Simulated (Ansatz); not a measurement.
CsCl (CsCl type)

```xyz
2
Lattice="4.2059 0.0000 0.0000 0.0000 4.2059 0.0000 0.0000 0.0000 4.2059" Properties=species:S:1:pos:R:3 pbc="T T T"
Cs     0.0000     0.0000     0.0000
Cl     2.1029     2.1029     2.1029
```

Method: PBE (plane waves to 420 eV, PAW, scalar-relativistic; Ansatz, an electronic-structure program). Harmonic phonons by density-functional perturbation theory on a 6×6×6 k mesh, in cm⁻¹; i marks imaginary ones, q is in fractions of the reciprocal vectors of the cell shown, and the three acoustic modes at Γ are left out. The non-analytic (LO-TO) term is not included, so polar modes at Γ have their transverse values. CsCl was relaxed with its symmetry unable to fall.

Problem. Is the structure dynamically stable at Γ, X = (0.5, 0.0, 0.0), M = (0.5, 0.5, 0.0), R = (0.5, 0.5, 0.5)?

Solution. No imaginary mode at these points (lowest 24 cm⁻¹ at M = (0.5, 0.5, 0.0)); other wave vectors were not tested.

Problem. Predict the phonon wavenumbers at Γ, X = (0.5, 0.0, 0.0), M = (0.5, 0.5, 0.0), R = (0.5, 0.5, 0.5).

Solution. 
| q | wavenumbers (cm⁻¹) |
|---|---|
| Γ | 74 (×3) |
| X = (0.5, 0.0, 0.0) | 29 (×2), 70 (×2), 77, 136 |
| M = (0.5, 0.5, 0.0) | 24, 58 (×2), 60, 102 (×2) |
| R = (0.5, 0.5, 0.5) | 56 (×3), 105 (×3) |
